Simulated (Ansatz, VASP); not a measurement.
## Two plane-wave programs on Al3Cu2

```
Cu Al
1.0
     4.09195    0.00000    0.00000
    -2.04598    3.54373    0.00000
     0.00000    0.00000    4.99278
Cu Al
2 3
Direct
  0.66979 0.33182 0.16768
  0.32861 0.66354 0.84105
  0.65997 0.32290 0.65487
  0.34223 0.66332 0.35039
  0.01813 0.00495 0.99980
```

Change from the starting cell: atoms moved at random, drawn with an rms of 0.05 Å.

Alike in both runs: task single point; functional PBEsol; k mesh 8 × 8 × 6; occupations fermi-dirac, width 0.05 eV; no spin polarisation.

|  | VASP | Ansatz |
| --- | --- | --- |
| version | VASP 6.6.1 | Ansatz 0.2.0 |
| potentials or method | VASP PAW PBE potentials, release 64 (Cu, Al) | Ansatz PAW |
| plane-wave cutoff (eV) | 520 | 420 |
| valence electrons in the cell | 31 | 47 |

Ansatz gave:

| Property | Result |
| --- | --- |
| gap on the k mesh at the Fermi level (eV) | none |
| pressure (GPa) | 0.4 |
| largest component of the traceless stress (GPa) | 0.48 |
| rms of the force components (eV/Å) | 0.198 |

Problem. Estimate VASP's values.

Solution. gap on the k mesh at the Fermi level (eV): none; pressure (GPa): 0.8; largest component of the traceless stress (GPa): 0.49; rms of the force components (eV/Å): 0.199.

Atom by atom the forces differ by 0.002 eV/Å (rms over components). A gap of «none» marks a metal or a gap that the smearing closes. With one functional, cell and mesh, what is left measures potentials, basis and numerics. The two sets of potentials don't hold the same shells in valence.

Caveats: the PAW data sets were made with another functional, which shifts forces and pressure a little (VASP); the PAW data sets come from PBE, with cores solved anew for the run's functional, which leaves a small shift of forces and pressure (Ansatz).
